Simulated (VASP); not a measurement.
Crystal: PtSe2.

```
Pt Se
1.0
     3.28021   -2.01083    0.00000
     3.28021    2.01083    0.00000
    -0.00323    0.00000    4.62578
Pt Se
1 2
Cartesian
  0.0000 0.0000 0.0000
  4.5120 0.0000 1.3364
  2.0452 0.0000 3.2894
```

The cell was built by a generator and isn't the measured one.

Base run:

- Program: VASP 6.6.1
- Functional: LDA
- Potentials or basis: VASP PAW LDA potentials, release 64 (Pt, Se)
- Cutoff: 520 eV
- k mesh: 6 × 6 × 4
- Occupations: gaussian, width 0.05 eV
- Spin: collinear spin, ferromagnetic start
- Starting moments: [0.5, 0.0, 0.0] μB
- Hubbard terms: Pt d U = 4 eV

Its results: band gap on the k mesh none (metal or under the smearing width); pressure -11.1 GPa; net moment 0.00 μB per cell; largest force 1.132 eV/Å.

**Question.** The run is repeated on the same cell with these changes: hubbard terms from Pt d U = 4 eV to Pt d U = 8 eV; further incar settings from ALGO = Normal; EDIFF = 1e-07; NBANDS = 22 to ALGO = Normal; EDIFF = 1e-06. What comes out?

**Answer.** Band gap on the k mesh none (metal or under the smearing width); pressure -13.5 GPa; net moment 0.00 μB per cell; largest force 1.038 eV/Å.

Caveats: forces of over 1 eV/Å show positions far from the minimum, so gaps and moduli don't describe the material at rest.
